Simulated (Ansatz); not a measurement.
# Bismuth, dhcp under RPBE: structure, energy and stiffness

Aim: take bismuth in the dhcp structure, relax it, solve it on a dense k-mesh, then scale the cell to 7 volumes from 88 to 112 % of the relaxed one and try a fit of the equation of state. Spin polarisation is left out. The k-meshes are 10×10×3 for the relaxation; 13×13×4 for the dense run; 12×12×3 for the volumes.

Computed with Ansatz 0.2.0 (DFT RPBE, plane waves (420 eV) with PAW, scalar-relativistic; the PAW data stem from PBE, with regenerated cores, unless a step says otherwise).

### 1 Starting point

Symmetry: P6_3/mmc, No. 194, hexagonal system. Conventional cell: a = 3.558 Å, b = 3.558 Å, c = 11.620 Å, α = 90.00°, β = 90.00°, γ = 120.00°. Around Bi (site symmetry -3m) lie 12 Bi at 3.56 Å. Bi (site symmetry -6m2) is surrounded by 12 Bi at 3.56 Å.

Structure file:

```cif
data_structure
_symmetry_space_group_name_H-M 'P6_3/mmc'
_symmetry_Int_Tables_number 194
_cell_length_a 3.5580
_cell_length_b 3.5580
_cell_length_c 11.6204
_cell_angle_alpha 90.000
_cell_angle_beta 90.000
_cell_angle_gamma 120.000
_cell_volume 127.40
loop_
_atom_site_label
_atom_site_type_symbol
_atom_site_symmetry_multiplicity
_atom_site_Wyckoff_symbol
_atom_site_fract_x
_atom_site_fract_y
_atom_site_fract_z
_atom_site_occupancy
Bi1 Bi 2 a 0.00000 0.00000 0.00000 1
Bi2 Bi 2 c 0.33333 0.66667 0.25000 1
```

### 2 Relaxation of the cell

input.yaml

```yaml
crystal:
  lattice:
    - [3.5579831475, 0.0, 0.0]
    - [-1.7789915738, 3.081303792, 0.0]
    - [0.0, 0.0, 11.6203729598]
  atoms:
    - { symbol: Bi, position: [0.0, 0.0, 0.0] }
    - { symbol: Bi, position: [0.0, 0.0, 0.5] }
    - { symbol: Bi, position: [0.3333333333, 0.6666666667, 0.25] }
    - { symbol: Bi, position: [0.6666666667, 0.3333333333, 0.75] }
hamiltonian:
  xc: rpbe
  pseudopotentials:
    kind: paw
    azcp:
      Bi: "pseudopotentials/Bi.paw.azcp"
basis:
  ecutwfc: 420
  fft_grid_basis: typed
kpoints:
  mp_grid: { grid: [10, 10, 3], shift: [0, 0, 0] }
magnetization:
  spin_polarized: false
scf:
  occupations: { method: fermi_dirac, width: 0.1 }
relax:
  max_steps: 60
  f_tol: 0.01
  cell: {}
output:
  write_density: true
  write_potential: true
  elf: true
  volumetric_format: npy
```

Log, cut to the lines that bear on the results:

```text
Warning: RAYON_NUM_THREADS=2 ignored (pool sized by the plan → 2); use --threads N
[...]
Pseudopotentials: kind: paw
Pseudopotential: Bi, paw, valence charge 15, recommended cutoff 420 eV (normal), <dir>
Functional definition: RPBE
[...]
Crystal: 4 atoms, lattice volume = 127.397 Å³
Basis set: ecut = 420 eV, 2445 PW (Γ), exchange–correlation on 48×48×160 points (8 copies of the dense FFT grid, shifted against one another)
Bands: 36, of which v1, the nominal top of the filled ones, is band 30 counted from 1 (29 counted from 0)
Symmetry: 24 space group operations
Space group: P63/mmc (ITA 194), of the structure as read, at distance tolerance 5.0e-5 Å
k-points: 28 of 300
[...]
SCF iter   1: F=—  HF=-49647.804843 eV  |F-HF|=—  |Δ(HF+E_count)|=         —  Δρ=2.25e-3  dr2=4.81e-3  ethr=1.77e-3  ⟨swp⟩=7.0  Hψ=4386  notcnv=0
[...]
relax step   1: F+E_penalty+E_count = -49647.80307365 eV  Δ(F+E_penalty+E_count) = +0.000e0 eV  max|allowed force component| = 3.701e-17 eV/Å  Δτ_max = 0.0000 Å  P = +1.124 GPa  Ω = 127.397 Å³  (6 SCF iters, dr2 threshold 1.00e-7 eV, accepted)
[...]
relax step   4: F+E_penalty+E_count = -49647.82072579 eV  Δ(F+E_penalty+E_count) = -2.512e-4 eV  max|allowed force component| = 2.082e-17 eV/Å  Δτ_max = 0.0000 Å  P = -0.014 GPa  Ω = 130.416 Å³  energy of the carried Pulay correction = -6.109e-4 eV  (4 SCF iters, dr2 threshold 4.86e-8 eV, accepted)
[...]
SCF converged after 5 iterations
Free energy (F): -49647.821292 eV
[...]
E sigma→0 (E₀):  -49647.779289 eV
Entropy (-TS):   -0.084007 eV (-21.002 meV/atom)
Fermi energy:    11.196885 eV
[...]
--- Forces (eV/Å), atoms counted from 1 ---
  atom   1  Bi    -0.00000000    -0.00000000     0.00000000
  atom   2  Bi    -0.00000000    -0.00000000     0.00000000
  atom   3  Bi    -0.00000000     0.00000000     0.00000000
  atom   4  Bi     0.00000000    -0.00000000     0.00000000
[...]
--- Stress (GPa, compression-positive) ---
       -0.014564       0.000000       0.000000
        0.000000      -0.014564       0.000000
        0.000000       0.000000      -0.023363
  P = ⅓ Tr σ = -0.0175 GPa (-0.175 kbar)
--- Band table (eV; the first three rows and the last of 28) ---
[...]
--- Relaxed structure (4 steps of the walk, 4 accepted, 1 SCFs on fresh bases) ---
  F+E_penalty+E_count = -49647.82129214 eV   max|allowed force component| = 3.469e-17 eV/Å   (the final SCF, on the basis selected at the relaxed cell)
  cell:  # Å, volume = 130.4158 Å³
    - [3.555726387495127, 2.8849254423199293e-11, 0.0]
    - [-1.7778631937725475, 3.0793493804630256, 0.0]
    - [0.0, 0.0, 11.910858143118398]
  atoms:
    - { symbol: Bi, position: [2.713903253336967e-34, -1.067772132794065e-34, 2.7622893445415194e-36] }
    - { symbol: Bi, position: [2.8771408503463577e-34, -6.510805687883204e-35, 0.5000000000000001] }
    - { symbol: Bi, position: [0.3333333333333333, 0.6666666666666667, 0.25000000000000006] }
    - { symbol: Bi, position: [0.6666666666666667, 0.3333333333333333, 0.7500000000000001] }
```

Wall time 14 s (2 threads of an Arm CPU, shared host); peak memory 0.43 GiB.

The steps of the relaxation:

```
step  energy change (meV/atom)  largest force (eV/Å)  pressure (GPa)  volume (Å³/atom)
   1                      0.00                0.0000            1.12            31.849
   2                     -3.78                0.0000           -0.36            32.825
   3                     -4.35                0.0000           -0.08            32.638
   4                     -4.41                0.0000           -0.01            32.604
   5                     -4.55                0.0000           -0.02            32.604
```

Steps that repeat a cell are solved on a basis chosen anew, so their changes of energy are no gain of the relaxation.

The cell of the run, before and after:

|  | before | after | change |
| --- | --- | --- | --- |
| a (Å) | 3.558 | 3.556 | -0.1 % |
| b (Å) | 3.558 | 3.556 | -0.1 % |
| c (Å) | 11.620 | 11.911 | +2.5 % |
| volume (Å³/atom) | 31.849 | 32.604 | +2.4 % |
| shortest distance (Å) | 3.558 | 3.556 | -0.1 % |
| space group (spins left aside) | P6_3/mmc | P6_3/mmc | same |

### 3 Dense single point

input.yaml

```yaml
crystal:
  lattice:
    - [3.5557263875, 0.0, 0.0]
    - [-1.7778631938, 3.0793493805, 0.0]
    - [0.0, 0.0, 11.9108581431]
  atoms:
    - { symbol: Bi, position: [0.0, 1.0, 0.0] }
    - { symbol: Bi, position: [0.0, 1.0, 0.5] }
    - { symbol: Bi, position: [0.3333333333, 0.6666666667, 0.25] }
    - { symbol: Bi, position: [0.6666666667, 0.3333333333, 0.75] }
hamiltonian:
  xc: rpbe
  pseudopotentials:
    kind: paw
    azcp:
      Bi: "pseudopotentials/Bi.paw.azcp"
basis:
  ecutwfc: 420
  fft_grid_basis: typed
kpoints:
  mp_grid: { grid: [13, 13, 4], shift: [0, 0, 0] }
magnetization:
  spin_polarized: false
scf:
  occupations: { method: fermi_dirac, width: 0.1 }
```

Log, cut to the lines that bear on the results:

```text
Warning: RAYON_NUM_THREADS=2 ignored (pool sized by the plan → 2); use --threads N
[...]
Pseudopotentials: kind: paw
Pseudopotential: Bi, paw, valence charge 15, recommended cutoff 420 eV (normal), <dir>
Functional definition: RPBE
[...]
Crystal: 4 atoms, lattice volume = 130.416 Å³
Basis set: ecut = 420 eV, 2541 PW (Γ)
Bands: 35, of which v1, the nominal top of the filled ones, is band 30 counted from 1 (29 counted from 0)
Symmetry: 24 space group operations
Space group: P63/mmc (ITA 194), of the structure as read, at distance tolerance 5.1e-5 Å
k-points: 63 of 676
[...]
SCF iter   1: F=—  HF=-49647.819654 eV  |F-HF|=—  |Δ(HF+E_count)|=         —  Δρ=2.23e-3  dr2=5.07e-3  ethr=1.77e-3  ⟨swp⟩=6.8  Hψ=9606  notcnv=0
[...]
SCF iter   6: F=-49647.818248 eV  HF=-49647.818248 eV  |F-HF|=1.12e-8  |Δ(HF+E_count)|=   1.05e-7  Δρ=6.49e-6  dr2=4.53e-8  ethr=1.67e-10  ⟨swp⟩=2.0  Hψ=4343  notcnv=0
[...]
SCF converged after 6 iterations
Free energy (F): -49647.818248 eV
[...]
E sigma→0 (E₀):  -49647.775149 eV
Entropy (-TS):   -0.086197 eV (-21.549 meV/atom)
Fermi energy:    11.190565 eV
[...]
```

Run time: 4.9 s. Hardware: 2 threads of an Arm CPU, shared host; peak memory 0.47 GiB.

### 4 Volume × 0.88

Edit input.yaml of step 3 so:

```diff
@@ -2,5 +2,5 @@
   lattice:
-    - [3.5557263875, 0.0, 0.0]
-    - [-1.7778631938, 3.0793493805, 0.0]
-    - [0.0, 0.0, 11.9108581431]
+    - [3.4073956039, 0.0, 0.0]
+    - [-1.703697802, 2.9508911537, 0.0]
+    - [0.0, 0.0, 11.4139844443]
   atoms:
@@ -20,3 +20,3 @@
 kpoints:
-  mp_grid: { grid: [13, 13, 4], shift: [0, 0, 0] }
+  mp_grid: { grid: [12, 12, 3], shift: [0, 0, 0] }
 magnetization:
@@ -25 +25,8 @@
   occupations: { method: fermi_dirac, width: 0.1 }
+  lower_state_search: "off"
+output:
+  stress: true
+  write_density: true
+  write_potential: true
+  elf: true
+  volumetric_format: npy
```

Log, cut to the lines that bear on the results:

```text
Warning: RAYON_NUM_THREADS=2 ignored (pool sized by the plan → 2); use --threads N
[...]
Pseudopotentials: kind: paw
Pseudopotential: Bi, paw, valence charge 15, recommended cutoff 420 eV (normal), <dir>
Functional definition: RPBE
[...]
Crystal: 4 atoms, lattice volume = 114.766 Å³
Basis set: ecut = 420 eV, 2271 PW (Γ)
Bands: 36, of which v1, the nominal top of the filled ones, is band 30 counted from 1 (29 counted from 0)
Symmetry: 24 space group operations
Space group: P63/mmc (ITA 194), of the structure as read, at distance tolerance 4.9e-5 Å
k-points: 38 of 432
[...]
SCF iter   1: F=—  HF=-49647.485761 eV  |F-HF|=—  |Δ(HF+E_count)|=         —  Δρ=2.31e-3  dr2=4.28e-3  ethr=1.77e-3  ⟨swp⟩=6.9  Hψ=6040  notcnv=0
[...]
SCF iter   6: F=-49647.484290 eV  HF=-49647.484290 eV  |F-HF|=1.20e-9  |Δ(HF+E_count)|=   1.50e-7  Δρ=5.75e-6  dr2=3.73e-8  ethr=1.67e-10  ⟨swp⟩=10.6  Hψ=9948  notcnv=0
[...]
SCF converged after 6 iterations
Free energy (F): -49647.484290 eV
[...]
E sigma→0 (E₀):  -49647.446439 eV
Entropy (-TS):   -0.075702 eV (-18.926 meV/atom)
Fermi energy:    13.320947 eV
[...]
--- Stress (GPa, compression-positive) ---
        8.154868       0.000000      -0.000000
        0.000000       8.154868       0.000000
       -0.000000       0.000000       7.776346
  P = ⅓ Tr σ = 8.0287 GPa (80.287 kbar)
--- Band table (eV; the first three rows and the last of 38) ---
[...]
```

Wall time 4.4 s (2 threads of an Arm CPU, shared host); peak memory 0.42 GiB.

Density in a lattice plane of the grid's cell (edges 3.41 and 11.41 Å, at 0.000 of the third edge), which holds Bi.

Ten even steps from '0' (0.09 e/Å³) to '9' (8.20 e/Å³):
```
53000003
00000000
00000000
00000000
00000000
00000000
00000000
00000000
53000003
96100016
53000003
00000000
00000000
00000000
00000000
00000000
00000000
00000000
53000003
96100016
```
Columns run along the first of these edges and rows up along the second, over one cell in 8 and 20 even steps from the bottom left corner. Atoms in the plane (fractional): Bi at (0.00, 0.00), Bi at (0.00, 0.50).

ELF in the same plane.

Ten even steps from ' ' (0.13) to '@' (0.50):
```
--**%%++::++%%**
####++::..::++##
------======----
..::++######++::
..--**##%%##**--
..::++######++::
------======----
####++::..::++##
--**%%++::++%%**
@@  %%**--**%%  
--**%%++::++%%**
####++::..::++##
------======----
..::++######++::
..--**##%%##**--
..::++######++::
------======----
####++::..::++##
--**%%++::++%%**
@@  %%**--**%%  
```
Columns run along the first of these edges and rows up along the second, over one cell in 8 and 20 even steps from the bottom left corner. Atoms in the plane (fractional): Bi at (0.00, 0.00), Bi at (0.00, 0.50).

Both are smooth fields of the valence electrons: close to the nuclei they are not physical.

### 5 Volume × 0.92

Edit input.yaml of step 4 so:

```diff
@@ -2,5 +2,5 @@
   lattice:
-    - [3.4073956039, 0.0, 0.0]
-    - [-1.703697802, 2.9508911537, 0.0]
-    - [0.0, 0.0, 11.4139844443]
+    - [3.4582597536, 0.0, 0.0]
+    - [-1.7291298768, 2.9949407995, 0.0]
+    - [0.0, 0.0, 11.5843675407]
   atoms:
```

Log, cut to the lines that bear on the results:

```text
Warning: RAYON_NUM_THREADS=2 ignored (pool sized by the plan → 2); use --threads N
[...]
Pseudopotentials: kind: paw
Pseudopotential: Bi, paw, valence charge 15, recommended cutoff 420 eV (normal), <dir>
Functional definition: RPBE
[...]
Crystal: 4 atoms, lattice volume = 119.983 Å³
Basis set: ecut = 420 eV, 2313 PW (Γ)
Bands: 36, of which v1, the nominal top of the filled ones, is band 30 counted from 1 (29 counted from 0)
Symmetry: 24 space group operations
Space group: P63/mmc (ITA 194), of the structure as read, at distance tolerance 4.9e-5 Å
k-points: 38 of 432
[...]
SCF iter   1: F=—  HF=-49647.690618 eV  |F-HF|=—  |Δ(HF+E_count)|=         —  Δρ=2.27e-3  dr2=4.27e-3  ethr=1.77e-3  ⟨swp⟩=6.9  Hψ=6005  notcnv=0
[...]
SCF iter   6: F=-49647.689201 eV  HF=-49647.689201 eV  |F-HF|=2.29e-9  |Δ(HF+E_count)|=   9.54e-8  Δρ=4.37e-6  dr2=2.23e-8  ethr=1.67e-10  ⟨swp⟩=10.5  Hψ=9826  notcnv=0
[...]
SCF converged after 6 iterations
Free energy (F): -49647.689201 eV
[...]
E sigma→0 (E₀):  -49647.648924 eV
Entropy (-TS):   -0.080554 eV (-20.139 meV/atom)
Fermi energy:    12.555635 eV
[...]
--- Stress (GPa, compression-positive) ---
        4.740117      -0.000000       0.000000
        0.000000       4.740117       0.000000
        0.000000       0.000000       4.582383
  P = ⅓ Tr σ = 4.6875 GPa (46.875 kbar)
--- Band table (eV; the first three rows and the last of 38) ---
[...]
```

Run time: 4.9 s. Hardware: 2 threads of an Arm CPU, shared host; peak memory 0.42 GiB.

[end of part 1 of 2]
